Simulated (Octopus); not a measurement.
**BeS under changes of volume**

One of the cells (14.261 Å³/atom); the others are scaled copies at fixed shape and fractional positions:

```
CELL_PARAMETERS angstrom
0.00000 2.42500 2.42500
2.42500 0.00000 2.42500
2.42500 2.42500 0.00000
ATOMIC_POSITIONS crystal
S 0.75000 0.75000 0.75000
Be 0.00000 0.00000 0.00000
```

| Quantity | Value |
| --- | --- |
| Program | Octopus 16.4 |
| Functional | PBEsol |
| Potentials or basis | pseudodojo_pbesol (PseudoDojo 0.4, PBEsol) |
| Grid spacing | 0.127 Å |
| k mesh | 9 × 9 × 9 |
| Occupations | fermi-dirac, width 0.05 eV |
| Spin | no spin polarisation |

| volume (Å³/atom) | energy over the lowest point (meV/atom) | gap on the mesh (eV) |
| --- | --- | --- |
| 13.405 | 12.73 | 2.89 |
| 13.690 | 4.21 | 2.94 |
| 13.975 | 0.26 | 2.98 |
| 14.261 | 0.00 | 3.03 |
| 14.546 | 2.87 | 3.07 |
| 14.831 | 9.29 | 3.11 |
| 15.116 | ? | ? |

What does the run at 15.116 Å³/atom give?

Energy over the lowest point 18.48 meV/atom; gap on the mesh 3.14 eV.

Worked out: A Birch-Murnaghan fit of order 3 (a polynomial in V^(-2/3)) to the other rows has its minimum at 14.14 Å³/atom with B0 = V·E''(V) = 100 GPa and B' = 4.3. It gives 18.23 meV/atom at 15.116 Å³/atom, against the run's 18.48. A straight line through the other rows of the gap, of slope 2.18 eV per unit of ln V, extrapolates to 3.15 eV, against the run's 3.14.

Energies are extrapolated to zero smearing.

Caveats: an odd mesh through Γ misses points on the zone boundary, where band edges often lie.
